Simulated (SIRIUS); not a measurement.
**Pb: relaxation of cell and atoms with PBE+D4**

The system is Pb.

```
Pb
1.0
     0.00000    2.47502    2.47502
     2.47502    0.00000    2.47502
     2.47502    2.47502    0.00000
Pb
1
Direct
  0.00000 0.00000 0.00000
```

| Item | Value |
| --- | --- |
| Program | SIRIUS 7.10.0 |
| Task | relaxation of cell and atoms |
| Functional | PBE |
| Dispersion | D4 |
| Potentials or basis | PseudoDojo 0.4.1 PBE standard (scalar relativistic) |
| Cutoff | 765 eV |
| Density cutoff | 3061 eV |
| k mesh | 8 × 8 × 8 |
| Occupations | fermi-dirac, width 0.05 eV |
| Spin | no spin polarisation |
| Libxc names | ["XC_GGA_X_PBE", "XC_GGA_C_PBE"] |
| Energy tol | 1e-08 Ha |
| Density tol | 1e-06 |
| Mixer | anderson |
| Mixing beta | 0.7 |
| Max scf | 100 |
| Radial cutoff for the potentials' integrals | 6.5 bohr |
| Optimizer | BFGS |
| Fmax | 0.02 eV/Å |
| Max steps | 30 |
| Target pressure | 0 GPa |

The relaxed volume is 30.59 Å³/atom. The relaxed cell is a = 3.510 Å, b = 3.510 Å, c = 3.510 Å, α = 60.00°, β = 60.00°, γ = 60.00° and the space group after relaxing (to 0.05 Å) is Fm-3m (No. 225). The energy gained by relaxing is 0.3 meV/atom. The ionic steps are 3. The pressure after relaxing is 0.0 GPa and the band gap on the k mesh is none (metal or under the smearing width). The dispersion energy per atom is -0.427 eV.

The path:
| step | energy change (eV) | largest force (eV/Å) | pressure (GPa) | volume (Å³) |
| --- | --- | --- | --- | --- |
| 1 | 0.0000 | 0.0000 | 0.42 | 30.32 |
| 2 | -0.0002 | 0.0000 | 0.25 | 30.43 |
| 3 | -0.0003 | 0.0000 | 0.00 | 30.59 |

Final structure:
```xyz
1
Lattice="0.0000 2.4822 2.4822 2.4822 0.0000 2.4822 2.4822 2.4822 0.0000" Properties=species:S:1:pos:R:3 pbc="T T T"
Pb    0.0000    0.0000    0.0000
```

Run time: 41 s on 1 thread of Arm Neoverse V1, on a shared host, peak memory 0.22 GiB.

The cell as given is a measured one (30.32 Å³/atom); PBE+D4 puts the equilibrium volume +0.9 % from it, thermal expansion not counted.

Caveat: pairwise dispersion overbinds metals, which lowers pressure and volume. The run has no spin-orbit coupling, so splittings on Pb are missing.
